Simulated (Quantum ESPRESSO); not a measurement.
**FeO2 under changes of volume**

One of the cells (12.715 Å³/atom); the others are scaled copies at fixed shape and fractional positions:

```
CELL_PARAMETERS angstrom
1.49585 0.86363 4.92114
-1.49585 0.86363 4.92114
0.00000 -1.72726 4.92114
ATOMIC_POSITIONS crystal
Fe 0.50000 0.50000 0.50000
O 0.23208 0.23208 0.23208
O 0.76792 0.76792 0.76792
```

The cell comes from a database or a generator and needn't be the stable form of this composition.

```yaml
Program: Quantum ESPRESSO 7.5
Functional: LDA
Potentials_or_basis: GBRV 1.5 LDA
Cutoff: 762 eV
Density_cutoff: 6095 eV
k_mesh: 10 × 10 × 10
Occupations: fermi-dirac, width 0.05 eV
Spin: collinear spin, ferromagnetic start
Starting_moments: "[3.0, 0.0, 0.0] μB"
```

```tsv
volume (Å³/atom)	energy over the lowest point (meV/atom)	pressure (GPa)
11.952	0.00	-23.5
12.206	38.92	-25.7
12.461	?	?
12.715	126.03	-29.2
12.969	173.37	-30.6
13.224	222.74	-31.8
13.478	273.82	-32.7
```

**Question.** What does the run at 12.461 Å³/atom give?

**Answer.** Energy over the lowest point 81.08 meV/atom; pressure -27.6 GPa.

Worked out: A Birch-Murnaghan fit of order 3 (a polynomial in V^(-2/3)) to the other rows has no minimum within the range. It gives 81.19 meV/atom at 12.461 Å³/atom, against the run's 81.08, and -dE/dV = -27.5 GPa, against -27.6.

Energies are extrapolated to zero smearing.

Caveats: a cell with one magnetic atom can't hold antiferromagnetic order, which such compounds often take; the cell as given lies far from equilibrium (some runs).
